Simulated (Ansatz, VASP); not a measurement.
One calculation of KBr, two programs

```
K Br
1.0
     4.07613    0.00000    0.00000
     0.00000    3.97632    0.00000
     0.00000    0.00000    3.97632
K Br
1 1
Direct
  0.00000 0.00000 0.00000
  0.50000 0.50000 0.50000
```

Change from the starting cell: uniaxial_x strain +2.5%.

Alike in both runs: task single point; functional r2SCAN; k mesh 6 × 6 × 6; no spin polarisation.

|  | VASP | Ansatz |
| --- | --- | --- |
| version | VASP 6.6.1 | Ansatz 0.2.0 |
| potentials or method | VASP PAW PBE potentials, release 64 (K_sv, Br) | plane waves, PAW |
| plane-wave cutoff (eV) | 520 | 500 |
| occupations | gaussian, width 0.01 eV | fixed |
| valence electrons in the cell | 16 | 16 |

```tsv
	VASP	Ansatz	Ansatz less VASP
gap on the k mesh at the Fermi level (eV)	4.63	4.63	-0.004
pressure (GPa)	-0.4	-0.4	+0.01
largest component of the traceless stress (GPa)	0.64	0.64	0.000
```

Caveats: the PAW data sets were made with another functional, which shifts forces and pressure a little (VASP). A k mesh can miss the band edges.
